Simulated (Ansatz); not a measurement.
**Convergence notes, G0W0 on BAs (F-43m)**

A 2-atom cell of BAs started from a crystallographic database, relaxed with r2SCAN; one-shot G0W0 in Ansatz without spin-orbit coupling. (Simulation; spin polarisation is off.)

```cif
data_structure
_symmetry_space_group_name_H-M 'F-43m'
_symmetry_Int_Tables_number 216
_cell_length_a 4.7837
_cell_length_b 4.7837
_cell_length_c 4.7837
_cell_angle_alpha 90.000
_cell_angle_beta 90.000
_cell_angle_gamma 90.000
_cell_volume 109.47
loop_
_atom_site_label
_atom_site_type_symbol
_atom_site_symmetry_multiplicity
_atom_site_Wyckoff_symbol
_atom_site_fract_x
_atom_site_fract_y
_atom_site_fract_z
_atom_site_occupancy
B1 B 4 a 0.00000 0.00000 0.00000 1
As1 As 4 d 0.25000 0.25000 0.75000 1
```

Gaps are read over the mesh points alone. G0W0 values are finite-basis, finite-mesh values.
```tsv
start	potentials	frequency model	mesh	empty bands	screening cutoff (eV)	Kohn-Sham gap (eV)	G0W0 gap (eV)	rough cost
PBE	PAW	contour deformation	4×4×4	44	80	1.43	1.79	5 core-seconds
PBE	PAW	contour deformation	4×4×4	102	140	1.43	1.94	11 core-seconds
PBE	PAW	contour deformation	4×4×4	189	210	1.43	2.00	27 core-seconds
HSE06	PAW	contour deformation	4×4×4	102	140	2.11	2.21	30 core-seconds
LDA	PAW	contour deformation	4×4×4	102	140	1.32	1.93	10 core-seconds
r2SCAN	PAW	contour deformation	4×4×4	102	140	1.60	2.06	13 core-seconds
PBE	PAW	Godby-Needs pole	4×4×4	102	140	1.43	1.89	11 core-seconds
PBE	PAW	contour deformation	8×8×8	44	80	1.20	1.68	100 core-seconds
PBE	norm-conserving	contour deformation	4×4×4	102	140	1.44	1.94	20 core-seconds
```

The quasiparticle gap on this mesh is 2.00 eV (Γ to X), against 1.43 eV from PBE: +0.57 eV. Renormalisation factors Z lie between 0.76 and 0.81.

Raising bands and cutoff together moves the gap by +0.15 eV (80 to 140 eV), then +0.06 eV (140 to 210 eV); the last step is still large, so the basis limit isn't reached. Starting from HSE06 (2.11 eV against PBE's 1.43 eV) gives 2.21 eV, +0.27 eV from G0W0@PBE at the same screening cutoff. Starting from LDA (1.32 eV against PBE's 1.43 eV) gives 1.93 eV, -0.01 eV from G0W0@PBE at the same screening cutoff. Starting from r2SCAN (1.60 eV against PBE's 1.43 eV) gives 2.06 eV, +0.12 eV from G0W0@PBE at the same screening cutoff. The Godby-Needs plasmon pole differs from contour deformation by -0.05 eV. An 8×8×8 mesh in place of 4×4×4 changes the opening over PBE by +0.12 eV (the gap on the mesh by -0.11 eV, the PBE gap by -0.23 eV). Norm-conserving potentials (wave cutoff 1143 eV against 420 eV) shift the quasiparticle gap by 0.00 eV and the PBE gap by +0.01 eV. r2SCAN runs take a wave cutoff of 500 eV.
